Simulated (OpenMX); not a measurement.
WS2 (Tungstenite):

```
W S
1.0
     3.18000    0.00000    0.00000
    -1.59000    2.75396    0.00000
     0.00000    0.00000   12.50000
W S
2 4
Direct
  0.66667 0.33333 0.75000
  0.33333 0.66667 0.25000
  0.66667 0.33333 0.37500
  0.33333 0.66667 0.87500
  0.66667 0.33333 0.12500
  0.33333 0.66667 0.62500
```

| Quantity | Value |
| --- | --- |
| Program | OpenMX 3.8.5 |
| Task | single point |
| Functional | PBE |
| Potentials or basis | OpenMX 2013 PBE set, W7.0-s3p2d2f1, S7.0-s2p2d1f1, grid cutoff 400 Ry |
| k mesh | 11 × 11 × 3 |
| Occupations | fermi-dirac, width 0.05 eV |
| Spin | no spin polarisation |

On this cell: pressure 3.7 GPa; largest force 0.390 eV/Å; band gap on the k mesh 1.04 eV, indirect (least direct gap 2.00 eV).

The same run follows on a disturbed copy (atoms moved at random, drawn with an rms of 0.05 Å):

```
W S
1.0
     3.18000    0.00000    0.00000
    -1.59000    2.75396    0.00000
     0.00000    0.00000   12.50000
W S
2 4
Direct
  0.67041 0.33213 0.74851
  0.35153 0.67611 0.24816
  0.65055 0.32885 0.37056
  0.33238 0.66576 0.86980
  0.68359 0.34050 0.12215
  0.35274 0.67578 0.62642
```

Q: What does the disturbed cell give?

A: The energy moves by +25.4 meV/atom; pressure 6.7 GPa; largest force 1.542 eV/Å; band gap on the k mesh 1.02 eV, indirect (least direct gap 1.86 eV).

Forces in eV/Å, atoms in the order of the input:
```
W    0.198  0.330 -0.161
W   -1.000 -0.467 -0.891
S    0.964  0.389  1.139
S    0.179 -0.004  1.396
S    0.037  0.076 -0.231
S   -0.380 -0.324 -1.252
```

Caveats: spin-orbit coupling is left out, which moves the levels of the heavy elements; an odd mesh through Γ misses points on the zone boundary, where band edges often lie; the basis of atomic orbitals isn't converged, which shifts pressures, moduli and gaps; this functional lacks dispersion, which binds the layers, so the pressure and a relaxed spacing across them are unreliable (some runs).
